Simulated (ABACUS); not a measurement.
The system is ZrB2.

```
CELL_PARAMETERS angstrom
3.17000 0.00000 0.00000
-1.58500 2.74530 0.00000
0.00000 0.00000 3.53300
ATOMIC_POSITIONS crystal
Zr 0.00000 0.00000 0.00000
B 0.66667 0.33333 0.50000
B 0.33333 0.66667 0.50000
```

* Program: ABACUS 3.10.1
* Task: single point
* Functional: PBE
* Potentials or basis: PseudoDojo NC SR 0.4.1 PBE standard
* Cutoff: 1034 eV
* Density cutoff: 4136 eV
* Basis: plane waves
* k mesh: 10 × 10 × 8
* Occupations: fermi-dirac, width 0.05 eV
* Spin: no spin polarisation

On this cell: pressure 0.8 GPa; largest force under 0.003 eV/Å; band gap on the k mesh none (metal or under the smearing width).

The same run follows on a disturbed copy (atoms moved at random, drawn with an rms of 0.05 Å):

```
CELL_PARAMETERS angstrom
3.17000 0.00000 0.00000
-1.58500 2.74530 0.00000
0.00000 0.00000 3.53300
ATOMIC_POSITIONS crystal
Zr 0.00055 0.02110 0.99126
B 0.65467 0.33004 0.49578
B 0.34214 0.66506 0.51411
```

Question: What changes?

Answer: The energy (extrapolated to zero smearing) moves by +27.8 meV/atom; pressure 1.8 GPa; largest force 1.250 eV/Å; band gap on the k mesh none (metal or under the smearing width).

Forces in eV/Å, atoms in the order of the input:
```
Zr   0.376 -0.837  0.695
B    0.532  0.398  0.044
B   -0.908  0.440 -0.738
```

Stress tensor (GPa, compression positive):
```
 1.56  0.59  0.44
 0.59  1.28 -0.71
 0.44 -0.71  2.52
```

Caveats: there are fewer bands than atomic start orbitals, so a level may be missed at k points of high symmetry.
